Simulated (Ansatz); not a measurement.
## BaSnO3: pressure 18 GPa

Consider BaSnO₃ in the cubic perovskite structure (space group Pm-3m, No. 221; a = 4.1761 Å).

It is then changed as follows: a hydrostatic pressure of 18 GPa.

Level of theory: Kohn–Sham DFT with the PBE functional, run in Ansatz (a quantum-chemistry and plane-wave program) with PAW and 420 eV plane waves, without spin-orbit coupling. Γ-centred 8×8×8 mesh, Fermi–Dirac width 0.05 eV.

```json
[
 {"quantity": "volume per atom", "base": "14.57 Å³", "changed": "13.13 Å³", "shift": "-1.44 Å³"},
 {"quantity": "density", "base": "6.93 g/cm³", "changed": "7.69 g/cm³", "shift": "+0.76 g/cm³"},
 {"quantity": "lattice parameter a", "base": "4.176 Å", "changed": "4.034 Å", "shift": "-0.142 Å"},
 {"quantity": "enthalpy H = E + PV relative to the base's energy", "base": "–", "changed": "+1.55 eV/atom", "shift": "–"},
 {"quantity": "band gap", "base": "0.48 eV", "changed": "1.80 eV", "shift": "+1.32 eV"},
 {"quantity": "gap character", "base": "indirect, R → Γ", "changed": "indirect, R → Γ", "shift": "–"},
 {"quantity": "smallest direct gap", "base": "0.97 eV", "changed": "2.25 eV", "shift": "+1.28 eV"},
 {"quantity": "width of the top valence band", "base": "0.97 eV", "changed": "1.00 eV", "shift": "+0.036 eV"},
 {"quantity": "electron mass", "base": "0.13 mₑ (at Γ)", "changed": "0.21 mₑ (at Γ)", "shift": "–"}
]
```

Load acts through the strain it causes; cell and atoms are relaxed under it. Effective masses come from finite differences of ±0.01 Å⁻¹. Whether these cells are dynamically stable was not tested. No other phases were tried under pressure.
